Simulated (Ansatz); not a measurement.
Crystal: Pb.

```
Pb
1.0
     0.00000    3.43900    3.43900
     3.43900    0.00000    3.43900
     3.43900    3.43900    0.00000
Pb
2
Cartesian
  1.7195 1.7195 1.7195
  0.0000 0.0000 0.0000
```

This isn't the form of Pb at room conditions, which is fcc.

A run of Ansatz 0.2.0 on this cell left the log below. Logs are shortened: lines on timing, memory, paths and dates and some standing lists are left out, and cuts for length are marked.

```text
Warning: RAYON_NUM_THREADS=1 ignored (pool sized by the plan → 1); use --threads N
LAPW: plane waves up to 7.790 Å⁻¹, error target 1.0e-3 eV per atom; small_component_spin mean_spin; Pb in spheres of 1.489 Å, 36 of its electrons in bands, Dirac shells [] (how accurate: hamiltonian.pseudopotentials.lapw.basis_error, Limitations)
Engine: ansatz 0.2.0, x86_64-unknown-linux-gnu
Pseudopotentials: kind: all_electron
Pseudopotential: Pb, LAPW, valence charge 36, lapw/all_electron/scalar/gaussian/Pb, Koelling and Harmon's equation, gaussian nucleus
Functional definition: RPBE
  parameter kappa = 0.804
  parameter beta = 0.06672455060314922
  exchange = rpbe_x(kappa = kappa, mu = beta*pi^2/3)
  correlation = pbe_c(beta = beta)
Crystal: 2 atoms, lattice volume = 81.344 Å³
Basis set: ecut = 231.23428618452473 eV, 645 PW (Γ), exchange–correlation at level 2
Bands: 44, of which v1, the nominal top of the filled ones, is band 36 counted from 1 (35 counted from 0)
Symmetry: 48 space group operations
Space group: Fd-3m (ITA 227), of the structure as read, at distance tolerance 4.3e-5 Å
k-points: 20 of 343
Non-local potential: Pb, projectors of the file, none
Initial density: superposition of atomic densities (chi_scale 0.1, normalization cell)
[... 12 lines left out ...]
SCF 1 converged in 7 iterations: F = -1136163.172330 eV  dr2 = 1.84e-8
NSCF: frozen V_eff on 71 k-points
SCF converged after 7 iterations
Free energy (F): -1136163.172330 eV
Harris-Foulkes:  -1136163.172330 eV  (|F-HF|=4.82e-8)
Internal energy: -1136163.166328 eV  (E = F + TS)
E sigma→0 (E₀):  -1136163.169329 eV
Entropy (-TS):   -0.006002 eV (-3.001 meV/atom)
Fermi energy:    10.723627 eV
--- Per-component energies (eV) ---
  E_band       = -4744.607919
  E_kinetic    = 1310004.689448
  E_xc         = -21192.331508
  E_electrostatic = -2424975.524268  (all electrons and nuclei)
  E_smearing   = -0.006002  (= −TS)
  E_closure    = 0.000000  (closes the sum)
  E_atoms      = -1136157.356891  (free atoms, spherical and without spin; not in F)
  Σ components = -1136163.172330   (vs F -1136163.172330, Δ=0.00e0)
  Basis errors (estimates in eV, not in F): energy 4.3e-4 per atom: plane waves 3.9e-4 (2.3e-4 summed), levels above the bands 2.9e-75, relativity 4.8e-8, radial functions 3.5e-5, core shells 2.1e-7; eigenvalues (radial functions only) 3.7e-7; not estimated: angular momenta, meshes, grids; target (lapw.basis_error) 1.0e-3; muffin-tin radii Pb 1.489 Å
--- Forces (eV/Å), atoms counted from 1 ---
  atom   1  Pb     0.00000000    -0.00000000     0.00000000
  atom   2  Pb    -0.00000000     0.00000000     0.00000000
  max |Σ_I F_I| component: 8.31e-19 eV/Å
--- Stress (GPa, compression-positive) ---
        3.629136       0.000000       0.000000
        0.000000       3.629136       0.000000
        0.000000       0.000000       3.629136
  P = ⅓ Tr σ = 3.6291 GPa (36.291 kbar)
--- Band table (eV; the first three rows and the last of 20) ---
  k-point 0: bands = ["-128.8818", "-128.8808", "-117.8992", "-117.8992", "-117.8992", "-117.8992", "-117.8992", "-117.8992", "-117.8990", "-117.8990", "-117.8990", "-117.8990", "-117.8990", "-117.8990", "-117.8989", "-117.8988", "-70.7491", "-70.7491", "-70.7491", "-70.7373", "-70.7373", "-70.7373", "-6.5291", "-6.5291", "-6.5291", "-6.4545", "-6.4545", "-6.0244", "-6.0244", "-6.0244", "-6.0011", "-6.0011", "-0.3964", "6.8440", "11.1153", "11.1153", "11.1153", "13.1447", "13.1447", "13.1447", "15.0315", "18.8164", "18.8164", "18.8164"]
  k-point 1: bands = ["-128.8817", "-128.8808", "-117.8992", "-117.8992", "-117.8992", "-117.8992", "-117.8992", "-117.8992", "-117.8990", "-117.8990", "-117.8990", "-117.8990", "-117.8990", "-117.8990", "-117.8989", "-117.8988", "-70.7493", "-70.7493", "-70.7489", "-70.7376", "-70.7372", "-70.7372", "-6.5478", "-6.5478", "-6.5246", "-6.4275", "-6.4275", "-6.0560", "-6.0560", "-6.0359", "-5.9742", "-5.9742", "-0.2230", "6.2199", "10.7658", "10.7908", "10.7908", "13.5485", "13.5485", "13.5979", "16.0760", "18.0296", "18.0296", "18.3113"]
  k-point 2: bands = ["-128.8816", "-128.8809", "-117.8992", "-117.8992", "-117.8992", "-117.8992", "-117.8992", "-117.8992", "-117.8990", "-117.8990", "-117.8990", "-117.8990", "-117.8990", "-117.8990", "-117.8989", "-117.8988", "-70.7496", "-70.7496", "-70.7482", "-70.7382", "-70.7369", "-70.7369", "-6.5685", "-6.5685", "-6.5139", "-6.3906", "-6.3906", "-6.0868", "-6.0868", "-6.0620", "-5.9513", "-5.9513", "0.2582", "4.9329", "10.1867", "10.2994", "10.2994", "14.0912", "14.0912", "15.0858", "16.6701", "18.0012", "18.0012", "19.2683"]
  k-point 19: bands = ["-128.8814", "-128.8812", "-117.8992", "-117.8992", "-117.8992", "-117.8992", "-117.8992", "-117.8992", "-117.8990", "-117.8990", "-117.8990", "-117.8990", "-117.8990", "-117.8990", "-117.8988", "-117.8988", "-70.7506", "-70.7504", "-70.7443", "-70.7422", "-70.7361", "-70.7358", "-6.6283", "-6.6109", "-6.3976", "-6.3041", "-6.2674", "-6.2237", "-6.2129", "-6.1429", "-5.8979", "-5.8801", "1.8867", "2.6799", "8.0627", "8.7539", "12.6137", "14.0358", "15.2051", "15.4886", "18.2512", "19.3079", "20.4938", "21.0879"]
```

Q: What input gives this log?

A: Band structure with RPBE, no spin polarisation. The files as run (others can give the same):

input.yaml
```yaml
crystal:
  lattice:
    - [0.0, 3.4390000555, 3.4390000555]
    - [3.4390000555, 0.0, 3.4390000555]
    - [3.4390000555, 3.4390000555, 0.0]
  atoms:
    - { symbol: Pb, position: [0.25, 0.25, 0.25] }
    - { symbol: Pb, position: [0.0, 0.0, 0.0] }
kpoints:
  mp_grid: { grid: [7, 7, 7] }
  band_path:
    path:
      - [0.0, 0.0, 0.0]
      - [0.5, 0.0, 0.5]
      - [0.5, 0.25, 0.75]
      - [0.375, 0.375, 0.75]
      - [0.0, 0.0, 0.0]
      - [0.5, 0.5, 0.5]
      - [0.625, 0.25, 0.625]
      - [0.5, 0.25, 0.75]
    npoints: 10
scf:
  occupations: { method: fermi_dirac, width: 0.05 }
hamiltonian:
  xc: rpbe
  pseudopotentials: { kind: all_electron, lapw: { basis_error: 0.001 } }
output:
  forces: true
  stress: true
  eigenvalues: true
```

Potentials or basis: all-electron LAPW, scalar-relativistic.
Launch:
```bash
$ ansatz run input.yaml --threads 1 --pin off --max-ram 3072MiB --backend cpu --events-out ev --progress --plain --runs-dir out
```

Caveat: spin-orbit coupling is left out, which moves the levels of the heavy elements.
